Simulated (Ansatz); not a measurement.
## Si2Mo in Ansatz: the effect of strain

The system is Si2Mo.

```xyz
3
Lattice="-1.6000 1.6000 3.7733 1.6000 -1.6000 3.7733 1.6000 1.6000 -3.7733" Properties=species:S:1:pos:R:3 pbc="T T T"
Mo    0.0000    0.0000    0.0000
Si    0.0000    0.0000    5.0336
Si    0.0000    0.0000    2.5130
```

Alike in all runs:

| Quantity | Value |
| --- | --- |
| Program | Ansatz 0.2.0 |
| Task | relaxation of the atoms |
| Functional | PBEsol |
| Potentials or basis | Ansatz PAW |
| Cutoff | 420 eV (not typed: the program's choice for these potentials) |
| k mesh | 10 × 10 × 10 |
| Occupations | fermi-dirac, width 0.05 eV |
| Spin | no spin polarisation |
| Kind of strain | uniaxial |

Each run relaxes the cell or the atoms first.

**Question.** One run gave: pressure -4.6 GPa. Which strain did it use?
A. 0.01
B. -0.02
C. 0
D. 0.04
E. -0.04

**Answer.** A.

| strain | pressure (GPa) |
| --- | --- |
| -0.04 | 8.2 |
| -0.02 | 2.5 |
| -0.01 | -0.1 |
| 0 | -2.4 |
| 0.01 | -4.6 |
| 0.02 | -6.5 |
| 0.04 | -10.0 |

Caveats: the PAW data sets come from PBE, with cores solved anew for the run's functional, which leaves a small shift of forces and pressure; the thresholds are loose for stress.
